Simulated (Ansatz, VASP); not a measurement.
Two plane-wave programs on Zn3SnN2

```
Zn Sn N
1.0
    -2.53854    2.32141    4.28157
     2.53854   -2.32141    4.28157
     2.53854    2.32141   -4.28157
Zn Sn N
3 1 2
Direct
  0.50000 0.50000 0.00000
  0.22469 0.22469 0.00000
  0.77531 0.77531 0.00000
  0.50000 0.00000 0.50000
  0.00000 0.50000 0.50000
  0.00000 0.00000 0.00000
```

Alike in both runs: functional PBE; k mesh 4 × 4 × 4; occupations gaussian, width 0.1 eV; no spin polarisation.

Ansatz relaxed the structure, and its values are those at the end. VASP's run is a single point on that final structure, the one shown.

|  | VASP | Ansatz |
| --- | --- | --- |
| version | VASP 6.6.1 | Ansatz 0.2.0 |
| potentials or method | VASP PAW PBE potentials, release 64 (Zn, Sn_d, N) | scalar-relativistic, plane waves, PAW |
| plane-wave cutoff (eV) | 520 | 420 |
| valence electrons in the cell | 60 | 60 |

|  | VASP | Ansatz | Ansatz less VASP |
| --- | --- | --- | --- |
| gap on the k mesh at the Fermi level (eV) | none | none | - |
| pressure (GPa) | 0.3 | 0.0 | -0.32 |
| rms of the force components (eV/Å) | 0.019 | 0.000 | -0.0190 |

A gap of «none» marks a metal or a gap that the smearing closes. The functional is the same, so the differences come from potentials, cutoffs and numerics.

Caveats: the k mesh is coarse (spacing up to 0.46 Å⁻¹), so the values aren't converged.
